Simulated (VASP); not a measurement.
Data:

```xyz
2
Lattice="0.0000 3.0100 3.0100 3.0100 0.0000 3.0100 3.0100 3.0100 0.0000" Properties=species:S:1:pos:R:3 pbc="T T T"
Li     0.0000     0.0000     0.0000
I      3.0100     3.0100     3.0100
```

Calculation: G0W0 on PBE orbitals, VASP's PBE PAW potentials (set 64) (plane waves; VASP). Settings: PREC = Normal, 500 eV cut-off, 4×4×4 Γ-centred mesh, Gaussian smearing of 0.010 eV, potentials Li_sv_GW I_GW.

The mesh is coarse and the basis finite, so the quasiparticle values are not converged.

NBANDS = 160, ENCUTGW = 200 eV, NOMEGA = 64. The PBE levels (eV) that the step starts from are:

| state | KS energy | filling |
|---|---|---|
| k1 (0.00, 0.00, 0.00), band 2 | -9.70 | 2 |
| k1 (0.00, 0.00, 0.00), band 3 | 1.92 | 2 |
| k1 (0.00, 0.00, 0.00), band 4 | 1.92 | 2 |
| k1 (0.00, 0.00, 0.00), band 5 | 1.92 | 2 |
| k1 (0.00, 0.00, 0.00), band 6 | 6.16 | 0 |
| k1 (0.00, 0.00, 0.00), band 7 | 10.25 | 0 |
| k1 (0.00, 0.00, 0.00), band 8 | 10.25 | 0 |
| k1 (0.00, 0.00, 0.00), band 9 | 10.25 | 0 |
| k5 (0.50, 0.25, 0.00), band 2 | -9.09 | 2 |
| k5 (0.50, 0.25, 0.00), band 3 | -0.65 | 2 |
| k5 (0.50, 0.25, 0.00), band 4 | 0.53 | 2 |
| k5 (0.50, 0.25, 0.00), band 5 | 1.14 | 2 |
| k5 (0.50, 0.25, 0.00), band 6 | 7.03 | 0 |
| k5 (0.50, 0.25, 0.00), band 7 | 8.79 | 0 |
| k5 (0.50, 0.25, 0.00), band 8 | 9.81 | 0 |
| k5 (0.50, 0.25, 0.00), band 9 | 10.10 | 0 |

**Question.** Give the quasiparticle energies and renormalisation factors Z.

**Answer.** 
| state | QP energy (eV) | Z |
|---|---|---|
| k1 (0.00, 0.00, 0.00), band 2 | -11.02 | 0.73 |
| k1 (0.00, 0.00, 0.00), band 3 | 0.62 | 0.79 |
| k1 (0.00, 0.00, 0.00), band 4 | 0.62 | 0.79 |
| k1 (0.00, 0.00, 0.00), band 5 | 0.62 | 0.79 |
| k1 (0.00, 0.00, 0.00), band 6 | 6.65 | 0.81 |
| k1 (0.00, 0.00, 0.00), band 7 | 10.72 | 0.79 |
| k1 (0.00, 0.00, 0.00), band 8 | 10.72 | 0.79 |
| k1 (0.00, 0.00, 0.00), band 9 | 10.72 | 0.79 |
| k5 (0.50, 0.25, 0.00), band 2 | -10.32 | 0.75 |
| k5 (0.50, 0.25, 0.00), band 3 | -2.14 | 0.76 |
| k5 (0.50, 0.25, 0.00), band 4 | -0.87 | 0.78 |
| k5 (0.50, 0.25, 0.00), band 5 | -0.23 | 0.78 |
| k5 (0.50, 0.25, 0.00), band 6 | 7.48 | 0.80 |
| k5 (0.50, 0.25, 0.00), band 7 | 9.26 | 0.79 |
| k5 (0.50, 0.25, 0.00), band 8 | 10.40 | 0.78 |
| k5 (0.50, 0.25, 0.00), band 9 | 10.60 | 0.78 |
On the mesh the gap opens from 4.23 to 6.04 eV.

The compound is LiI in the rock salt structure. The cell was not relaxed at this level. The k-mesh is coarse (spacing up to 0.45 per Å, 2π included), so the numbers may not be converged in it.
